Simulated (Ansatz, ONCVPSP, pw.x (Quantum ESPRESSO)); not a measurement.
**Equation-of-state test of one ONCV potential (ruthenium)**

* Element: Ru
* Generator: ONCVPSP 4.0.1.1 (patched build)
* Type: optimised norm-conserving Vanderbilt (ONCV)
* Functional: PBE
* Relativity: scalar-relativistic
* Frozen core: [Ar] 3d10
* Valence charge: 16
* Reference configuration: 4s2 4p6 4d7 5s0.5 (charge +0.5)
* Partial waves: 4s+5s: rc 1.75 bohr, ncon 4, nbas 7, qcut 5.7 1/bohr, 2 projectors; 4p: rc 1.76 bohr, ncon 4, nbas 7, qcut 6.9 1/bohr, 1 projector; 4d: rc 2.00 bohr, ncon 3, nbas 8, qcut 6.8 1/bohr, 1 projector
* Local potential: polynomial inside 1.10 bohr (lpopt 5, dvloc0 1 Ha)
* Core correction: Teter function, fcfact 5.25, rcfact 1.05

Crystal test: fcc Ru in pw.x 7.5, no spin, 15³ k-points, Fermi–Dirac smearing 0.01 Ry, cutoffs 50/200 Ry. The lattice is a test structure that the element need not adopt, and mesh and smearing are coarse.

pw.x input:

```
&control
  calculation='scf', prefix='x', pseudo_dir='./', outdir='./tmp', tstress=.true., disk_io='none'
/
&system
  ibrav=0, nat=1, ntyp=1, ecutwfc=50, ecutrho=200, nbnd=16,
  occupations='smearing', smearing='fd', degauss=0.01
/
&electrons
  conv_thr=1e-09, mixing_beta=0.4, electron_maxstep=70
/
ATOMIC_SPECIES
Ru 1.0 Ru.UPF
CELL_PARAMETERS angstrom
  0.00000000 1.90442183 1.90442183
  1.90442183 0.00000000 1.90442183
  1.90442183 1.90442183 0.00000000
ATOMIC_POSITIONS crystal
Ru 0.0000 0.0000 0.0000
K_POINTS automatic
15 15 15 0 0 0
```

```bash
pw.x < Ru.scf.in > Ru.scf.out
```

Problem. How does the run end?

Solution. It converges; the pressure is -2.80 GPa against 0.83 GPa from all-electron LAPW.  The log shows:

```
     scf convergence threshold =      1.0E-09
     Exchange-correlation= PBE
     number of k points=   120  Fermi-Dirac smearing, width (Ry)=  0.0100
     iteration #  1     ecut=    50.00 Ry     beta= 0.40
     total energy              =    -195.36016279 Ry
     estimated scf accuracy    <       0.67549465 Ry
     iteration #  2     ecut=    50.00 Ry     beta= 0.40
     total energy              =    -195.44166081 Ry
     estimated scf accuracy    <       0.02131332 Ry
     iteration #  3     ecut=    50.00 Ry     beta= 0.40
     total energy              =    -195.44572331 Ry
     estimated scf accuracy    <       0.00150957 Ry
     iteration #  4     ecut=    50.00 Ry     beta= 0.40
     total energy              =    -195.44579065 Ry
     estimated scf accuracy    <       0.00082780 Ry
     [... 3 iterations left out ...]
     iteration #  8     ecut=    50.00 Ry     beta= 0.40
     total energy              =    -195.44587491 Ry
     estimated scf accuracy    <       0.00000084 Ry
     iteration #  9     ecut=    50.00 Ry     beta= 0.40
     total energy              =    -195.44587504 Ry
     estimated scf accuracy    <          4.2E-09 Ry
     iteration # 10     ecut=    50.00 Ry     beta= 0.40
     total energy              =    -195.44587504 Ry
     estimated scf accuracy    <          5.0E-09 Ry
     iteration # 11     ecut=    50.00 Ry     beta= 0.40
     the Fermi energy is    23.0463 ev
!    total energy              =    -195.44587504 Ry
     estimated scf accuracy    <          7.4E-10 Ry
     smearing contrib. (-TS)   =      -0.00467713 Ry
     The total energy is F=E-TS. E is the sum of the following terms:
     one-electron contribution =     -35.27704576 Ry
     hartree contribution      =      29.06786983 Ry
     xc contribution           =     -26.16196346 Ry
     ewald contribution        =    -163.07005852 Ry
     convergence has been achieved in  11 iterations
          total   stress  (Ry/bohr**3)                   (kbar)     P=      -27.96
     Message from routine punch:
     Nothing written, as per user request (disk_io='none')
```
